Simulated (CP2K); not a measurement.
## YN: equation of state with LDA

Crystal: YN.

```
Y N
1.0
     3.44856    0.00000    0.00000
     1.72428    2.98654    0.00000
     1.72428    0.99551    2.81574
Y N
1 1
Direct
  0.00000 0.00000 0.00000
  0.50000 0.50000 0.50000
```

| Quantity | Value |
| --- | --- |
| Program | CP2K 2026.2 |
| Task | equation of state |
| Functional | LDA |
| Potentials or basis | GTH_POTENTIALS Y GTH-PADE-q11, N GTH-PADE-q5; TZVP-MOLOPT-PBE-GTH basis |
| Density cutoff | 6123 eV |
| k mesh | 9 × 9 × 9 |
| Occupations | fermi-dirac, width 0.05 eV |
| Spin | no spin polarisation |

```
Equilibrium volume                      : 13.97 Å³/atom
Bulk modulus                            : 183 GPa
Pressure derivative of the bulk modulus : 4.2
```

Energy against volume, from the lowest point:
| volume (Å³/atom) | energy (meV/atom) |
| --- | --- |
| 13.630 | 4.82 |
| 13.920 | 0.00 |
| 14.210 | 2.20 |
| 14.500 | 10.69 |
| 14.790 | 24.84 |
| 15.080 | 44.07 |
| 15.370 | 67.85 |

All runs of the series together: 19 min on 1 thread of Intel(R) Xeon(R) Platinum 8259CL CPU @ 2.50GHz (Skylake/Cascade Lake) (shared host).

Caveat: the basis of atomic orbitals isn't converged, which shifts pressures, moduli and gaps. LDA usually gives volumes a few per cent too small.
